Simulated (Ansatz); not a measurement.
FeCo (Pm-3m)

Method: Ansatz, DFT PBE, scalar-relativistic, plane waves, PAW.

Cutoff 420 eV; k points 14×14×14 on the computed 2-atom cell (Γ-centred); Gaussian smearing, width 0.10 eV; collinear spin from starting moments 3.09 2.02 μB.

The structure is relaxed at this level of theory with its symmetry kept. Whether it is the stable form of this composition wasn't checked.

```yaml
crystal:
  lattice:
    - [2.84488, 0.00000, 0.00000]
    - [0.00000, 2.84488, 0.00000]
    - [0.00000, 0.00000, 2.84488]
  atoms:
    - { symbol: Fe, position: [0.50000, 0.50000, 0.50000] }
    - { symbol: Co, position: [0.00000, 0.00000, 0.00000] }
```

| Property | Result |
| --- | --- |
| Space group | Pm-3m (No. 221) |
| Volume per atom | 11.51 Å³ |
| Formation energy from the elements' standard states (uncorrected) | -0.066 eV/atom |
| Kohn–Sham band gap | none (metal) |
| Density of states at the Fermi level | 1.41 states/eV per cell |
| Löwdin character within 0.5 eV of the Fermi level | Fe 3d 55 %, Co 3d 34 % |
| Bulk modulus | 194 GPa |
| Its pressure derivative | 4.3 |
| Bader charges (e) | Fe (1 in the cell) 0.20, Co (1 in the cell) -0.20 |
| Total moment | 4.54 μB per cell |
| Site moments (μB; atoms counted from 1 over the whole cell) | Fe (atom 1) 2.81, Co (atom 2) 1.83 |

Only this magnetic start was tried.